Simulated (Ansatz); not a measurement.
# Te under strains and displacements

These are results of DFT PBEsol, scalar-relativistic, plane waves, PAW (Ansatz 0.2.0), not measurements.

Cutoff 420 eV; k points 15×15×15 on the computed 1-atom cell (Γ-centred); Gaussian smearing, width 0.10 eV; no spin polarisation.

Reference cell:

```
CELL_PARAMETERS angstrom
2.30590 1.33131 1.69095
-2.30590 1.33131 1.69095
0.00000 -2.66263 1.69095
ATOMIC_POSITIONS crystal
Te 0.50000 0.50000 0.50000
```

Each variant moves atoms of this cell by the vectors given, if any (Å), and then applies a symmetric strain (tensor components, Cartesian axes). The reference cell isn't relaxed at this level. Energies are per atom at zero smearing, counted from the lowest variant. Pressure is positive in compression.

1. strain (xx yy zz yz xz xy, %) 2.56 2.56 -3.44 0.00 0.00 0.00
2. strain (xx yy zz yz xz xy, %) 0.16 0.16 1.66 0.00 0.00 0.00
3. strain (xx yy zz yz xz xy, %) 1.18 1.18 4.18 0.00 0.00 0.00
4. strain (xx yy zz yz xz xy, %) -2.49 -2.49 -5.49 0.00 0.00 0.00
5. strain (xx yy zz yz xz xy, %) 2.93 2.93 1.43 0.00 0.00 0.00

```tsv
variant	ΔE (meV/atom)	P (GPa)	largest force (eV/Å)	gap on mesh (eV)	space group
1	?	?	?	?	?
2	0.0	-1.32	0.00	0	R-3m
3	20.8	-3.36	0.00	0	R-3m
4	55.3	7.11	0.00	0	R-3m
5	32.0	-3.92	0.00	0	R-3m
```

Question: Give the withheld rows.

Answer:
| variant | ΔE (meV/atom) | P (GPa) | largest force (eV/Å) | gap on mesh (eV) | space group |
| --- | --- | --- | --- | --- | --- |
| 1 | 4.9 | -1.82 | 0.00 | 0 | R-3m |

Spin-orbit coupling is left out, which matters for the bands of heavy elements.

This form isn't the element's structure at ambient conditions.